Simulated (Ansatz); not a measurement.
The system is Te2Mo, a slab with vacuum.

```
Te Mo
1.0
     3.56242    0.00000    0.00000
    -1.78121    3.08514    0.00000
     0.00000    0.00000   31.56327
Te Mo
6 3
Direct
  0.00000 0.00000 0.05676
  0.33333 0.66667 0.28899
  0.33333 0.66667 0.82440
  0.33333 0.66667 0.17560
  0.33333 0.66667 0.71101
  0.00000 0.00000 0.94324
  0.33333 0.66667 0.00000
  0.00000 0.00000 0.23231
  0.00000 0.00000 0.76769
```

Base run:

```yaml
Program: Ansatz 0.2.0
Functional: r2SCAN
Potentials_or_basis: Ansatz PAW
Cutoff: "500 eV (not typed: the program's choice for these potentials)"
k_mesh: 7 × 7 × 1
Occupations: fermi-dirac, width 0.05 eV
Spin: no spin polarisation
Hubbard_terms: Mo d U = 6 eV
```

Its results: band gap on the k mesh 0.93 eV, indirect (least direct gap 0.94 eV); largest force 0.197 eV/Å.

Task: The run is repeated on the same cell with these changes: hubbard terms from Mo d U = 6 eV to Mo d U = 4 eV. What comes out?

Result: Band gap on the k mesh 1.24 eV, indirect (least direct gap 1.27 eV); largest force 0.099 eV/Å.

Caveats: odd divisions of the mesh miss points on the zone boundary, where band edges often lie, so the gap on the mesh can be too wide; spin-orbit coupling is left out, which moves the levels of the heavy elements; the PAW data sets come from PBE, with cores solved anew for the run's functional, which leaves a small shift of forces and pressure; the U is typed as a test and isn't derived for this compound.

A k mesh can miss the band edges.
